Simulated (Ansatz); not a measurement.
# HfO2: equation of state with PBE+D3(BJ)

Crystal: HfO2.

```xyz
3
Lattice="0.0000 2.5575 2.5575 2.5575 0.0000 2.5575 2.5575 2.5575 0.0000" Properties=species:S:1:pos:R:3 pbc="T T T"
Hf    0.0000    0.0000    0.0000
O     3.8363    3.8363    3.8363
O     1.2788    1.2788    1.2788
```

Measurements of this composition are mostly on another form, of space group No. 14.

* Program: Ansatz 0.2.0
* Task: equation of state
* Functional: PBE
* Dispersion: D3(BJ)
* Potentials or basis: Ansatz PAW
* Cutoff: 420 eV
* Density cutoff: 1680 eV
* k mesh: 7 × 7 × 7
* Occupations: fermi-dirac, width 0.05 eV
* Spin: spin-orbit coupling, no magnetisation

* Equilibrium volume: 10.87 Å³/atom
* Bulk modulus: 253 GPa
* Pressure derivative of the bulk modulus: 4.0

Energy against volume, from the lowest point:
```tsv
volume (Å³/atom)	energy (meV/atom)
10.483	11.13
10.706	1.63
10.929	0.00
11.152	5.25
11.375	16.95
11.598	34.41
11.821	56.92
```

All runs of the series together: 22 s on 2 threads of Arm Neoverse V1, with other jobs on the host.
